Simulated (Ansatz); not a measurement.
# TlCl (Pm-3m): volume and gaps against pressure

```yaml
crystal:
  lattice:
    - [3.83701, 0.00000, 0.00000]
    - [0.00000, 3.83701, 0.00000]
    - [0.00000, 0.00000, 3.83701]
  atoms:
    - { symbol: Tl, position: [0.00000, 0.00000, 0.00000] }
    - { symbol: Cl, position: [0.50000, 0.50000, 0.50000] }
```

This is the zero-pressure cell under r²SCAN. Cell and atoms are relaxed by PAW (default files of Ansatz 0.2.0, cutoff 500 eV, stress met within about 0.05 GPa) at each pressure, in this structure whether or not another phase would take over; P is the pressure reached, less that of this cell (which was relaxed on a denser, smeared mesh). Levels come from r²SCAN, PAW on Ansatz 0.2.0's default frozen-core files (fitted under PBE), scalar-relativistic; k mesh 6×6×6, fixed occupations, cutoff 500 eV. Conduction levels are in eV over the valence top (at X), at fixed fractional wave vectors.

```
P (GPa)    V/V₀      X      R      M
  -2.02  1.0941  2.704  3.224  5.207
   0.00  1.0000  2.505  2.913  5.295
   1.97  0.9420  2.349  2.661  5.339
   3.96  0.8986  2.215  2.434  5.366
   6.96       ?      ?      ?      ?
   9.96  0.8117  1.892  1.866  5.402
  14.95  0.7638  1.679  1.471  5.408
```

Problem. Fit the third-order Birch-Murnaghan equation to the rows shown.

Solution. With f = [(V₀/V)^(2/3) − 1]/2, the normalised pressure F = P/[3f(1 + 2f)^(5/2)] is 26.9 GPa at f = -0.0291, 29.2 GPa at f = 0.0203, 29.9 GPa at f = 0.0369, 31.4 GPa at f = 0.0746, 32.3 GPa at f = 0.0984. The line F = B₀[1 + (3/2)(B′ − 4)f] gives B₀ = 28.3 GPa and B′ = 5.0.

Problem. What are the volume deformation potentials and pressure coefficients of these levels at zero pressure?

Solution. 

```csv
level,dE/dlnV (eV),dE/dP = −(dE/dlnV)/B₀ (meV/GPa),mean slope up to 2.0 GPa (meV/GPa)
X,2.45,-86.7,-78.9
R,3.92,-138.5,-128.3
M,-0.83,29.4,22.3
```

dE/dlnV is the slope of a cubic fit in ln V at V₀. The last column is read from two rows and shows how the slope bends with pressure. A level that another band crosses inside the range is left out of the tables.

Problem. What belongs in the row at 6.96 GPa?

Solution. The fits give V/V₀ = 0.8492 and X = 2.041 eV. Computed: V/V₀ = 0.8494, X = 2.041, R = 2.134, M = 5.389.

Problem. Where does the lowest conduction level change its place?

Solution. From X to R near 9.3 GPa, by linear interpolation between the computed rows. Errors in the spacing of the valleys shift these pressures.

Keep in mind: no other phase was computed; many crystals of this kind change structure within this range, and rows or crossings beyond such a change describe a metastable lattice; frozen-core PAW files fitted under PBE, their cores solved anew for the functional of the run; no spin-orbit coupling on heavy atoms; semilocal gaps are low, and the spacing of valleys can be off by tenths of an eV; levels are read at fixed fractional k, so an edge that moves off these points is missed.
